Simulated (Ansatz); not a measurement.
## Zone-centre phonons of ZnS at -1 GPa: input and output

Theory: Ansatz, DFT PBEsol, scalar-relativistic, plane waves, PAW.

Launched with:
```bash
ansatz run input.yaml --threads 1 --pin off --max-ram 3072MiB --backend cpu --events-out ev --progress --plain --runs-dir out
```

Input (bare energies are in eV):
```yaml
crystal:
  lattice:
    - [0.0, 2.6897707759, 2.6897707759]
    - [2.6897707759, 0.0, 2.6897707759]
    - [2.6897707759, 2.6897707759, 0.0]
  atoms:
    - { symbol: Zn, position: [0.0, 0.0, 0.0] }
    - { symbol: S, position: [0.75, 0.75, 0.75] }
basis:
  ecutwfc: 420
kpoints:
  mp_grid: { grid: [10, 10, 10] }
hamiltonian:
  xc: pbesol
scf:
  occupations: { method: fixed }
output:
  eigenvalues: true
phonons:
  method: dfpt
  dielectric: true
  rigid_motions: translations
  eigenvectors: true
```

Results section of the output:
```
--- Phonons (Γ-DFPT): 2 representative perturbations + reference, on 171 of 1000 k-points (Σ response iterations 6) ---
  k mesh reduced under 4 symmetry operations, with k and −k counted as one. Each operation leaves every solved perturbation unchanged. A smaller set is not considered because the run solves the response ...
  ASR residual: 1.268e-4 → 0.000e0 eV/Å²; symmetrization residual: 1.281e-6 eV/Å²
  ASR residual per site (eV/Å²): 4.68e-5 1.27e-4
  Γ frequencies (cm⁻¹): 0.00 0.00 0.00 272.50 272.50 272.50
  ε∞ (high-frequency dielectric tensor):
        6.100498     0.000000     0.000000
        0.000000     6.100498     0.000000
        0.000000     0.000000     6.100498
  ε⁰ (static dielectric tensor: ions relaxed, cell fixed):
        9.157130     0.000000     0.000000
        0.000000     9.157130     0.000000
        0.000000     0.000000     9.157130
  ε⁰ − ε∞ (ionic part):
        3.056632     0.000000     0.000000
        0.000000     3.056632     0.000000
        0.000000     0.000000     3.056632
  softest optical mode at Γ: 272.50 cm⁻¹; the repairs (sum rule, projections) moved no ω² at Γ by more than (1.07 cm⁻¹)²
  Born effective charges Z* (e; rows j = field, columns β = displacement):
    site 0:
         1.96516    0.00000    0.00000
         0.00000    1.96516    0.00000
         0.00000    0.00000    1.96516
    site 1:
        -1.96516   -0.00000   -0.00000
        -0.00000   -1.96516   -0.00000
        -0.00000   -0.00000   -1.96516
  Z* charge neutrality: 2.947e-4 e pre-enforcement
  solved inside a basis spanned on kpoints, on 10×10×10 k-points, its susceptibility summed on 14×14×14: ε∞ is read to err by 1.6e-2, Z* by 1.3e-2 e (field_mesh: kpoints solves on kpoints); Z* is corrected for ...
  optical modes at Γ without the LO–TO term, one row a degenerate level:
      ω (cm⁻¹) modes IR ((D/Å)²/amu)
        272.50      3            12.4254
  optical modes at Γ + LO–TO along q̂ = [1.0000, 0.0000, 0.0000]:
      ω (cm⁻¹) modes IR ((D/Å)²/amu)
        272.50      2             8.2836
        333.86      1             4.1418
  optical modes at Γ + LO–TO along q̂ = [0.0000, 1.0000, 0.0000]:
      ω (cm⁻¹) modes IR ((D/Å)²/amu)
        272.50      2             8.2836
        333.86      1             4.1418
  optical modes at Γ + LO–TO along q̂ = [0.0000, 0.0000, 1.0000]:
      ω (cm⁻¹) modes IR ((D/Å)²/amu)
        272.50      2             8.2836
        333.86      1             4.1418
```

Time: 26 s on 1 thread of AMD EPYC 9R45 96-Core Processor (Zen 5), on a shared host, peak memory 0.68 GiB.